The bulk modulus K measures how strongly a solid resists a change of volume: K = −V dP/dV, with V the volume and P the pressure. At K = 79 GPa, a pressure of about 0.8 GPa takes away one per cent of the volume. Here K comes from the stresses that density-functional theory gives for slightly strained crystals whose atoms are free to settle. Where a crystal is not equally stiff in all directions, the printed value is the mean of two bounds: Voigt's, which assumes the same strain everywhere, and Reuss's, which assumes the same stress.

Binary sulfides, relaxed in the symmetry of their starting structures with Ansatz 0.2.0 (DFT with PBEsol, plane-wave PAW, scalar-relativistic, no spin polarisation, 420 eV cutoff, Gamma-centred k meshes). The bulk modulus is the Voigt–Reuss–Hill mean, with atoms relaxed at each strain. Valence electrons are s and p, plus the d shell in groups 3 to 12.

```
formula  space group  volume per atom (Å³)  shortest distance (Å)  pair at the shortest distance  valence electrons an atom  neighbours of the non-metal within 15 % of its shortest distance    k mesh  smearing width  strain amplitude  bulk modulus from strains (GPa)
   PtS2        P-3m1                 17.55                  2.384                           Pt-S                       7.33                                                                 3   12×12×8         0.02 eV             0.002                             48.2
    WS2     P6_3/mmc                 18.14                  2.399                            S-W                       6.00                                                                 3   12×12×4            0 eV             0.002                             43.4
   Hf2S     P6_3/mmc                 18.86                  2.598                           Hf-S                       4.67                                                                 6   12×12×4         0.15 eV             0.005                              142
    ZnS        F-43m                 19.20                  2.319                           S-Zn                       9.00                                                                 4  10×10×10            0 eV             0.002                             79.0
    CdS       P6_3mc                 24.71                  2.521                           Cd-S                       9.00                                                                 4     6×6×4            0 eV             0.002                             61.3
    PbS        Fm-3m                 25.71                  2.951                           Pb-S                       5.00                                                                 6  10×10×10         0.01 eV             0.002                             60.1
```

Pressure is energy per volume, so stiffness depends on how much bond energy is packed into each cubic ångström. Of two solids with bonds of similar strength, the one with less volume per atom should be the stiffer. The rows run from small to large volume, and from Hf2S downwards the modulus does fall. The first two rows break the pattern: they have the smallest volumes and the lowest moduli.

PtS2 and WS2 are built of layers. Within a layer, metal and sulfur are strongly bonded; across the gap between layers the forces are weak. The elastic constants of the same runs show the contrast: the crystals are more than ten times stiffer along the layers than across them. Under uniform pressure about nine tenths of the volume loss in WS2 comes from shortening along the stacking direction, where the weakly bonded gaps can give way. In PtS2 this shortening slightly exceeds the whole volume loss, because the layers widen a little as they are pressed together. The compact layers keep the volume per atom small, but the strong bonds inside them are hardly tested by the squeeze.

For these two rows the printed mean also needs care. The bounds lie far apart, at 69 and 18 GPa in WS2 and at 77 and 20 GPa in PtS2. A crystal in a fluid under pressure feels the same stress on all sides, so the lower value is the one to use. Even that is uncertain, because the functional PBEsol lacks the long-range dispersion forces that help to hold layers together.

Hf2S departs in the other direction. It is the stiffest row at 142 GPa, and its two bounds nearly agree, so it has no soft direction of this kind. Two Hf atoms bring eight valence electrons and sulfur takes up two, which leaves six per formula for bonds between the metal atoms. Such bonds add stiffness that a simple sulfide does not have. This reading rests on electron counting. The run converged without a warning, but the data makers' tests on other systems show that elastic constants of metals can depend on the k mesh, and there is no second mesh here to check the 142 GPa against.

ZnS, CdS and PbS are bonded in all three directions, and metal–metal bonds are not expected in them. In the simple count, Zn and Cd give both outer s electrons to sulfur; Pb gives two of its four valence electrons and keeps the other two as a filled pair. Here the simple picture can be turned into a rule. Suppose that the energy per atom follows a curve of the same shape in each solid, E = ε f(V/V₀), where V₀ is the volume per atom at rest and ε an energy scale. The bulk modulus is V₀ times the second derivative of E with respect to V, which gives

K = ε f″(1) / V₀

If ε is also similar from one solid to the next, K times the volume per atom is a constant. One known solid fixes it. ZnS gives

79.0 GPa × 19.20 Å³ = 1517 GPa Å³

CdS and PbS played no part in setting this number, so they can test it:

CdS: K ≈ 1517 / 24.71 = 61.4 GPa (table: 61.3 GPa)
PbS: K ≈ 1517 / 25.71 = 59.0 GPa (table: 60.1 GPa)

The larger miss, in PbS, is 2 % of the computed value. The PbS run gives no warning and finds a gap of 0.19 eV on its k mesh. With gaps this narrow, the data makers' tests on other systems advise some caution, since a band crossing between the sampled k points can be missed; the same holds for PtS2, with 0.24 eV. The two volumes are close together, so the rule has been tried over little more than one step in volume. PbS adds a test of another kind, because its sulfur has six neighbours instead of four. Its shortest bonds are about 17 % longer than those of CdS, yet its volume per atom is only 4 % larger and its modulus almost the same. More bonds make up for longer ones, and the volume per atom takes account of both.

Why the energy scale should stay so constant can be argued from a picture of charged ions, the Born–Landé model. The energy of attraction falls off as 1/r with the distance r between ions, that of repulsion as 1/rⁿ, and at equilibrium

K V₀ = (n − 1)/9 × (energy of attraction per atom)

From ZnS to PbS the attraction weakens by 16 %: the ions sit farther apart, and the more favourable arrangement of charges in PbS makes up only part of the loss. With the customary exponents n, the factor n − 1 grows by 19 %, because ions with more electron shells repel more steeply. The two changes nearly cancel. This makes a constant K V₀ plausible, provided that the real charges are alike in the three solids, but the exponents are rough values for each type of ion and not results of these runs. Nor does the model give the size of K: with full charges of ±2 it makes ZnS 1.9 times too stiff.

Counting electrons instead of atoms does worse. In a gas of free electrons K grows as the electron density to the power 5/3. Scaled to ZnS, with the filled d shells of Zn and Cd left out, this gives 52 GPa for CdS and 70 GPa for PbS, too low in one and too high in the other by about a sixth. The electrons of these sulfides are tied up in bonds and filled shells, so their mere number is a poor guide.

Taken back up the table, the rule shows what it costs to ignore the type of bonding. Over the five rows other than ZnS it misses the printed modulus by 43 % on average, almost entirely because of the first three rows. It puts the layered sulfides at nearly twice their printed values and at more than four times the lower bound, which is the modulus under uniform pressure. Hf2S is 1.8 times as stiff as the rule says. The printed output below gives the comparison row by row.

In practice, the first step is to look at the structure. If the sulfide has one metal atom per sulfur, strong bonds in all three directions and no metal–metal bonds, divide 1500 GPa Å³ by the volume per atom. That volume follows from a handbook density: it is roughly the mean atomic mass in u, divided by 0.6 times the density in g/cm³, and comes out in Å³. The rule rests here on three such sulfides, between about 19 and 26 Å³ per atom. One of them set the constant, so the accuracy of 2 % comes from only two tests and is no promise for the next sulfide. It is also agreement with computed moduli, not measured ones: the runs are for zero temperature without zero-point motion, and they combine PBEsol with PAW datasets made for another functional, PBE. With singly charged metal ions, as in Na2S, the attraction is weaker and the constant is expected to be smaller. For a layered sulfide it gives far too high a value, because the gap between the layers sets the response to pressure; for Hf2S, where metal–metal bonds are expected to add stiffness, it gives too low a value.

The analysis program printed:

```
Rule from ZnS:
   row  K*V GPa A3  rule GPa  rule less computed GPa  miss %  electron gas GPa
  PtS2       845.9     86.43                   38.23   79.31             251.8
   WS2       787.3     83.62                   40.22   92.66             170.7
  Hf2S        2678     80.42                  -61.58  -43.36             105.4
   ZnS        1517        79                       0       0                79
   CdS        1515     61.38                 0.08406  0.1371             51.88
   PbS        1545        59                  -1.104  -1.836             70.44
Bounds:
   row  Voigt GPa  Reuss GPa  rule/printed  rule/Reuss
  PtS2      76.62      19.78         1.793       4.369
   WS2      69.11       17.7         1.927       4.724
  Hf2S      143.3      140.2        0.5664      0.5737
   ZnS      78.95      78.95             1       1.001
   CdS      61.26      61.26         1.001       1.002
   PbS      60.14      60.14        0.9816       0.981
Constant of the rule, eV per atom: 9.467
Largest miss in CdS and PbS, %: 1.836
Mean size of the miss over the five rows other than ZnS, %: 43.46
Hf2S computed over rule: 1.766
Power of 1/V from ZnS to CdS: 1.005
Electron gas without scaling, ZnS, GPa: 285.2
Born-Lande with formal charges over computed, ZnS: 1.912
Born-Lande scaled to ZnS, CdS, GPa: 59.99
Born-Lande scaled to ZnS, PbS, GPa: 58.75
Change of attraction ZnS to PbS, %: -16.15
Change of n-1 ZnS to PbS, %: 18.75
Share of volume squeeze along c, WS2, %: 90.27
Share of volume squeeze along c, PtS2, %: 103.4
C11 over C33, WS2: 12.67
C11 over C33, PtS2: 11.18
Hf metal K*V from rough recalled values, GPa A3: 2420
```
